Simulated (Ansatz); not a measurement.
# TiO$_{2}$: stationary points along a deformation path

All numbers below come from DFT PBEsol, scalar-relativistic, plane waves, PAW (Ansatz). Cutoff 420 eV, Γ-centred 8×8×10 k-points, Gaussian smearing of 0.05 eV. No spin polarisation. Energies are free energies at this smearing, counted from the undisturbed cell; pressure is positive in compression.

The undisturbed cell (relaxed at this level):

```xyz
6
Lattice="4.5912 0.0000 0.0000 0.0000 4.5912 0.0000 0.0000 0.0000 2.9390" Properties=species:S:1:pos:R:3 pbc="T T T"
Ti    0.0000    0.0000    0.0000
Ti    2.2956    2.2956    1.4695
O     1.3978    1.3978    0.0000
O     0.8979    3.6934    1.4695
O     3.1935    3.1935    0.0000
O     3.6934    0.8979    1.4695
```

At fixed volume and fractional coordinates, lengths along (0.000, 0.000, 1.000) are scaled against those across it; ρ is that ratio over its starting value. V = 10.325 Å³/atom. Δσ is the stress along the axis less the mean stress across it (compression positive).

```
    ρ  ΔE (meV/atom)  Δσ (GPa) space group
0.800          357.9     79.81     P4_2/mnm
0.850          182.0     55.39     P4_2/mnm
0.920           44.8     25.98     P4_2/mnm
0.960           10.3     11.98     P4_2/mnm
1.000            0.0      0.00     P4_2/mnm
1.050           13.4    -12.40     P4_2/mnm
1.100           48.5    -22.52     P4_2/mnm
1.200          163.7    -38.75     P4_2/mnm
1.300          321.4    -53.07     P4_2/mnm
```

How does the stress give the slope of the energy, and where is the energy stationary?

Along the path d ln(length) is 2/3 d ln ρ on the axis and −1/3 d ln ρ across it, so dE/d ln ρ = −(2/3) V Δσ: the energy falls with ρ where Δσ is positive. Δσ vanishes or changes sign at ρ = 1.000 (P4_2/mnm), a minimum at 0.0 meV/atom. Pairs of stationary points between two samples would go unseen, and could change a minimum read from distant neighbours into a maximum.

Integrate that slope from ρ = 1 to 1.200 by the trapezoid rule.

With V/N in Å³ and 1 eV/Å³ = 160.2 GPa the slopes at ρ = 1.000, 1.050, 1.100, 1.200 are 0, 533, 967, 1665 meV/atom per unit of ln ρ. The steps add 13.0 + 34.9 + 114.5 = 162.4 meV/atom, against 163.7 from the energies; the trapezoid rule misses the curvature of the slope within each step.

Forces appear on the atoms along this scan, and letting them relax would lower the energy and soften the response.

Cost: 9 runs of about 1.1 core-minutes in all, on Intel Xeon Platinum 8488C (Sapphire Rapids) (shared hosts).